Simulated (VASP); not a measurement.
# Sc in VASP: a series of runs

Runs on Sc. Level: PBE. Tasks: single point.

Everything below comes from runs of VASP 6.6.1. Logs are shortened: lines on timing, memory, paths and dates and some standing lists are left out, and cuts for length are marked.

## (1) Starting point

The cell holds a slab with vacuum, 5 atoms: a = 3.211 Å, b = 3.211 Å, c = 28.487 Å, α = 90.00°, β = 90.00°, γ = 120.00°.

The slab is cut from a database's or a generator's crystal, which needn't be the stable form of the element.

## (2) Single point, PBE

Contents of INCAR:

```
ALGO = Normal
DIPOL = 0.5 0.5 0.500
EDIFF = 1E-7
ENCUT = 520
GGA = PE
IDIPOL = 3
ISIF = 2
ISMEAR = 1
LASPH = True
LCHARG = False
LDIPOL = True
LREAL = False
LVACPOTAV = True
LVHAR = True
LWAVE = False
NBANDS = 40
NELM = 120
PREC = Accurate
SIGMA = 0.1
```

Contents of KPOINTS:

```
k-points
0
Gamma
  15 15 1
```

Contents of POSCAR:

```
Sc
1.0
    3.2109718934      0.0000000000      0.0000000000
   -1.6054859467      2.7807832305      0.0000000000
    0.0000000000      0.0000000000     28.4869902896
Sc
5
Direct
    0.6666666667      0.3333333333      0.3159336914
    0.3333333333      0.6666666667      0.4079668457
    0.0000000000      0.0000000000      0.5000000000
    0.6666666667      0.3333333333      0.5920331543
    0.3333333333      0.6666666667      0.6840663086
```

Potentials or basis: VASP PAW PBE potentials, release 64 (Sc_sv).

Run with:

```sh
$ cat potpaw_PBE.64/Sc_sv/POTCAR > POTCAR
$ mpirun -np 1 vasp_std > vasp.out
```

OUTCAR:

```text
EDIFF = 1E-7
   ENCUT = 520
   GGA = PE
   ISIF = 2
   ISMEAR = 1
   LASPH = True
   LREAL = False
   NELM = 120
   PREC = Accurate

 Found     27 irreducible k-points:

 Following reciprocal coordinates:
            Coordinates               Weight
  0.000000  0.000000  0.000000      1.000000
  0.066667  0.000000  0.000000      6.000000
  0.133333  0.000000  0.000000      6.000000
  0.200000 -0.000000  0.000000      6.000000
  0.266667  0.000000  0.000000      6.000000
  0.333333 -0.000000  0.000000      6.000000
   k-points           NKPTS =     27   k-points in BZ     NKDIM =     27   number of bands    NBANDS=     40
   number of dos      NEDOS =    301   number of ions     NIONS =      5
   total plane-waves  NPLWV = 124416
   dimension x,y,z NGX =    24 NGY =   24 NGZ =  216
   dimension x,y,z NGXF=    48 NGYF=   48 NGZF=  432
   ions per type =               5
   NGX,Y,Z   is equivalent  to a cutoff of  12.43, 12.43, 12.61 a.u.
   NGXF,Y,Z  is equivalent  to a cutoff of  24.85, 24.85, 25.21 a.u.
 SYSTEM =  unknown system
   PREC   = accura    normal or accurate (medium, high low for compatibility)
   ISTART =      0    job   : 0-new  1-cont  2-samecut
   ICHARG =      2    charge: 1-file 2-atom 10-const
   ISPIN  =      1    spin polarized calculation?
   LNONCOLLINEAR =      F non collinear calculations
   LSORBIT =      F    spin-orbit coupling
   LASPH  =      T    aspherical Exc in radial PAW
   ENCUT  =  520.0 eV  38.22 Ry    6.18 a.u.   5.97  5.97 52.97*2*pi/ulx,y,z
   NELM   =    120;   NELMIN=  2; NELMDL= -5     # of ELM steps
   EDIFF  = 0.1E-06   stopping-criterion for ELM
   LREAL  =      F    real-space projection
   EDIFFG = 0.1E-05   stopping-criterion for IOM
   NSW    =      0    number of steps for IOM
   IBRION =     -1    ionic relax: 0-MD 1-quasi-New 2-CG
   NFREE  =      0    steps in history (QN), initial steepest desc. (CG)
   ISIF   =      2    stress and relaxation
   ISYM   =      2    0-nonsym 1-usesym 2-fastsym
   POTIM  = 0.5000    time-step for ionic-motion
   TEBEG  =    0.0;   TEEND  =   0.0 temperature during run
   PSTRESS=    0.0 pullay stress
   NELECT =      55.0000    total number of electrons
   NUPDOWN=      -1.0000    fix difference up-down
   EMIN   =  10.00;   EMAX   =-10.00  energy-range for DOS
   EFERMI =   0.00;   METHOD = LEGACY
   ISMEAR =     1;   SIGMA  =   0.10  broadening in eV -4-tet -1-fermi 0-gaus
   EFERMI_NEDOS =   21; number of points for ismear=-14 and -15
   IALGO  =     38    algorithm
   IMIX   =      4    mixing-type and parameters
     AMIX     =   0.40;   BMIX     =  1.00
     AMIX_MAG =   1.60;   BMIX_MAG =  1.00
  volume/ion in A,a.u.               =      50.87       343.30
  Fermi-wavevector in a.u.,A,eV,Ry     =   0.982605  1.856854 13.136598  0.965513
  Thomas-Fermi vector in A             =   2.113700
   LORBIT       =      0    0 simple, 1 ext, 2 COOP (PROOUT), +10 PAW based schemes
   GGA     = PE    functional components
   LHFCALC =     F    Hartree Fock is set to
   AEXX    =    0.0000 exact exchange contribution
   IVDW    =     0    specifies the selected vdW correction
   LEPSILON=     F    determine dielectric tensor
   LRPA    =     F    only Hartree local field effects (RPA)
 non-spin polarized calculation
 Methfessel and Paxton  Order N= 1 SIGMA  =   0.10
  energy-cutoff  :      520.00
  volume of cell :      254.36
 maximum number of plane-waves:      6924
 NGX is ok and might be reduce to    24
   NGX = 11   NGY = 11   NGZ =105

 number of electron      54.9999985 magnetization

 dipolmoment           0.000000      0.000000     -0.000000 electrons x Angstroem

 Free energy of the ion-electron system (eV)
  ---------------------------------------------------
  ext. energy  EPLUGINS =         0.00000000
  ---------------------------------------------------
  free energy    TOTEN  =       -29.59538512 eV

  energy without entropy =      -29.58764301  energy(sigma->0) =      -29.59280442

 E-fermi :   0.0447     XC(G=0):  -5.3390

 val. band max:        0.0437663721   @ k =   0.2667   0.2000   0.0000
 cond. band min:       0.0563128242   @ k =   0.2000  -0.0000   0.0000
 fundamental gap:      0.0125464521
 Fermi energy:         0.0446924129

 k-point     1 :       0.0000    0.0000    0.0000
  band No.  band energies     occupation
      1     -49.6688      2.00000
      2     -49.6688      2.00000
      3     -49.2524      2.00000
      4     -49.1908      2.00000
      5     -49.1796      2.00000
      6     -28.3952      2.00000
[... 31 lines left out ...]
     38       1.7913     -0.00000
     39       1.8665     -0.00000

 k-point     2 :       0.0667    0.0000    0.0000
  band No.  band energies     occupation
      1     -49.6667      2.00000
      2     -49.6667      2.00000
      3     -49.2499      2.00000
      4     -49.1888      2.00000
      5     -49.1779      2.00000
      6     -28.3921      2.00000
[... 31 lines left out ...]
     38       1.7787     -0.00000
     39       1.8528     -0.00000

 k-point     3 :       0.1333    0.0000    0.0000
  band No.  band energies     occupation
      1     -49.6608      2.00000
      2     -49.6608      2.00000
      3     -49.2429      2.00000
      4     -49.1829      2.00000
      5     -49.1731      2.00000
      6     -28.3835      2.00000
[... 31 lines left out ...]
     38       1.8873     -0.00000
     39       1.9272     -0.00000

 k-point     4 :       0.2000   -0.0000    0.0000
  band No.  band energies     occupation
      1     -49.6520      2.00000
      2     -49.6520      2.00000
      3     -49.2325      2.00000
      4     -49.1742      2.00000
      5     -49.1660      2.00000
      6     -28.3712      2.00000
[... 31 lines left out ...]
     38       2.0712      0.00000
     39       2.1565      0.00000

 k-point     5 :       0.2667    0.0000    0.0000
  band No.  band energies     occupation
      1     -49.6419      2.00000
      2     -49.6419      2.00000
      3     -49.2204      2.00000
      4     -49.1642      2.00000
      5     -49.1580      2.00000
      6     -28.3579      2.00000
[... 31 lines left out ...]
     38       2.1423      0.00000
     39       2.2071      0.00000

 k-point     6 :       0.3333   -0.0000    0.0000
  band No.  band energies     occupation
      1     -49.6322      2.00000
      2     -49.6322      2.00000
      3     -49.2087      2.00000
      4     -49.1547      2.00000
      5     -49.1505      2.00000
      6     -28.3600      2.00000
[... 31 lines left out ...]
     38       2.3810      0.00000
     39       2.4005      0.00000

 [... further k-points ...]

 [bands above 39 left out]

------------------------ aborting loop because EDIFF is reached ----------------------------------------

  FORCE on cell =-STRESS in cart. coord.  units (eV):
  Direction    XX          YY          ZZ          XY          YZ          ZX
  --------------------------------------------------------------------------------------
  -------------------------------------------------------------------------------------
  Total        1.3252776      1.3252776      0.8964863      0.0000000      0.0000000      0.0000000
  in kB        8.3477077      8.3477077      5.6468210      0.0000000      0.0000000      0.0000000
  external PRESSURE =       7.4474121 kB  Pullay stress =       0.0000000 kB

 VOLUME and BASIS-vectors are now :
 -----------------------------------------------------------------------------
  energy-cutoff  :      520.00
  volume of cell :      254.36
      direct lattice vectors                 reciprocal lattice vectors
     3.210971893  0.000000000  0.000000000     0.311432187  0.179805457  0.000000000
    -1.605485947  2.780783230  0.000000000     0.000000000  0.359610914  0.000000000
     0.000000000  0.000000000 28.486990290     0.000000000  0.000000000  0.035103743

 POSITION                                       TOTAL-FORCE (eV/Angst)
 -----------------------------------------------------------------------------------
      1.60549      0.92693      9.00000         0.000000     -0.000000      0.032670
     -0.00000      1.85386     11.62175         0.000000     -0.000000     -0.246060
      0.00000      0.00000     14.24350        -0.000000      0.000000      0.000000
      1.60549      0.92693     16.86524         0.000000      0.000000      0.246060
     -0.00000      1.85386     19.48699        -0.000000      0.000000     -0.032670
 -----------------------------------------------------------------------------------
    total drift:                               -0.000000      0.000000      0.000000

  FREE ENERGIE OF THE ION-ELECTRON SYSTEM (eV)
  ---------------------------------------------------
  free  energy   TOTEN  =       -29.5953851221 eV

  energy  without entropy=      -29.5876430129  energy(sigma->0) =      -29.59280442

 vacuum level on the upper side and lower side of the slab         3.675         3.675
```

Run time: 11 min. Hardware: 1 thread of Intel Xeon Platinum 8375C at 2.90GHz (Ice Lake), shared host; peak memory 0.44 GiB.

These settings aren't checked as converged: the numbers below hold their error.

Results:

- Free energy: -29.5954 eV
- Largest force: 0.246 eV/Å
- Band gap on the k mesh: none (metal or under the smearing width)
- Work function of the upper face: 3.63 eV
- Work function of the lower face: 3.63 eV

## (3) Single point, PBE

This run uses another cell than the first one, of 25.87 Å³/atom, 0.509 times its volume.

Edit INCAR of step 2 so:

```diff
@@ -3,3 +3,3 @@
 EDIFF = 1E-7
-ENCUT = 520
+ENCUT = 460
 GGA = PE
```

Contents of KPOINTS:

```
k-points
0
Gamma
  10 10 1
```

Contents of POSCAR:

```
Sc
1.0
    3.2109718934      0.0000000000      0.0000000000
   -1.6054859467      2.7807832305      0.0000000000
    0.0000000000      0.0000000000     14.4869902896
Sc
5
Direct
    0.6666666667      0.3333333333      0.1380549003
    0.3333333333      0.6666666667      0.3190274501
    0.0000000000      0.0000000000      0.5000000000
    0.6666666667      0.3333333333      0.6809725499
    0.3333333333      0.6666666667      0.8619450997
```

Potentials or basis: VASP PAW PBE potentials, release 64 (Sc_sv).

Run with:

```sh
$ cat potpaw_PBE.64/Sc_sv/POTCAR > POTCAR
$ mpirun -np 1 vasp_std > vasp.out
```

It took 88 s on 1 thread of Intel Xeon Platinum 8375C at 2.90GHz (Ice Lake), shared host; peak memory 0.24 GiB.

These settings aren't checked as converged: the numbers below hold their error.

What came out:

```
Free energy            : -30.3574 eV
Largest force          : 0.466 eV/Å
Band gap on the k mesh : none (metal or under the smearing width)
```

## (4) Single point, PBE

This run uses another cell than the first one, of 29.44 Å³/atom, 0.579 times its volume.

INCAR is that of step 3.

KPOINTS is that of step 3.

Contents of POSCAR:

```
Sc
1.0
    3.2109718934      0.0000000000      0.0000000000
   -1.6054859467      2.7807832305      0.0000000000
    0.0000000000      0.0000000000     16.4869902896
Sc
5
Direct
    0.6666666667      0.3333333333      0.1819616526
    0.3333333333      0.6666666667      0.3409808263
    0.0000000000      0.0000000000      0.5000000000
    0.6666666667      0.3333333333      0.6590191737
    0.3333333333      0.6666666667      0.8180383474
```

Run with:

```sh
$ cat potpaw_PBE.64/Sc_sv/POTCAR > POTCAR
$ mpirun -np 1 vasp_std > vasp.out
```

Run time: 100 s. Hardware: 1 thread of Intel Xeon Platinum 8375C at 2.90GHz (Ice Lake), shared host; peak memory 0.25 GiB.

The run converged, but some of its settings lie outside the range that counts as converged, so its numbers aren't taken as properties of the slab.

Results:

| Quantity | Value |
| --- | --- |
| Free energy | -29.7004 eV |
| Largest force | 0.275 eV/Å |
| Band gap on the k mesh | none (metal or under the smearing width) |
